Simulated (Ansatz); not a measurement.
**Phonon spectrum of Si₃NiPt₂**

Computed with Ansatz, DFT PBE, scalar-relativistic, plane waves, PAW. Cutoff 420 eV, 12×12×4 k-points (Γ-centred), Fermi-Dirac smearing of 0.15 eV. No spin polarisation. Phonons by linear response, acoustic sum rule imposed.

The cell, relaxed at this level:
```
CELL_PARAMETERS angstrom
3.37843 0.00000 0.00000
0.00000 3.37843 0.00000
0.00000 0.00000 14.62956
ATOMIC_POSITIONS crystal
Si 0.50000 0.00000 0.95232
Si 0.50000 0.00000 0.27026
Si 0.50000 0.00000 0.61639
Si 0.00000 0.50000 0.72974
Si 0.00000 0.50000 0.04768
Si 0.00000 0.50000 0.38361
Ni 0.50000 0.00000 0.10762
Ni 0.00000 0.50000 0.89238
Pt 0.50000 0.00000 0.78453
Pt 0.50000 0.00000 0.43812
Pt 0.00000 0.50000 0.21547
Pt 0.00000 0.50000 0.56188
```

The structure comes from a generated guess, relaxed at this level; another structure or a mixture of phases may lie lower. In a metal, frequencies and elastic constants depend on the k mesh and the smearing, soft modes and shear constants most. Spin–orbit coupling is left out, which matters for heavy elements. The q mesh is coarse, so values between its points are rough.

Force constants from linear response on a 2×2×1 q mesh.

(1) Is the structure dynamically stable on the q mesh?

(2) Give the frequencies (cm⁻¹) at the zone-boundary points of high symmetry (interpolated where a point lies off the q mesh).

Results:

(1) Yes, on this mesh: no mode is imaginary.

(2)
| point | q | frequencies |
| --- | --- | --- |
| X | 0.000 0.500 0.000 | 86 86 96 96 98 98 98 98 113 113 130 130 133 133 148 148 151 151 196 196 225 225 247 247 252 252 295 295 311 311 376 376 402 402 409 409 |
| M | 0.500 0.500 0.000 | 54 54 73 73 92 92 106 106 107 107 116 116 126 126 140 140 145 145 193 193 219 219 245 245 255 255 296 296 306 306 343 343 364 364 400 400 |
| Z | 0.000 0.000 0.500 | 26 26 37 37 58 73 76 76 88 88 98 98 132 141 141 141 148 148 170 183 183 211 211 219 219 223 249 249 260 260 335 376 379 384 411 415 |
| R | 0.000 0.500 0.500 | 86 86 96 96 98 98 98 98 112 112 132 132 133 133 147 147 151 151 196 196 225 225 247 247 252 252 295 295 311 311 377 377 398 398 412 412 |
| A | 0.500 0.500 0.500 | 61 61 64 64 95 95 106 106 108 108 114 114 126 126 140 140 146 146 193 193 218 218 246 246 254 254 296 296 305 305 343 343 364 364 400 400 |
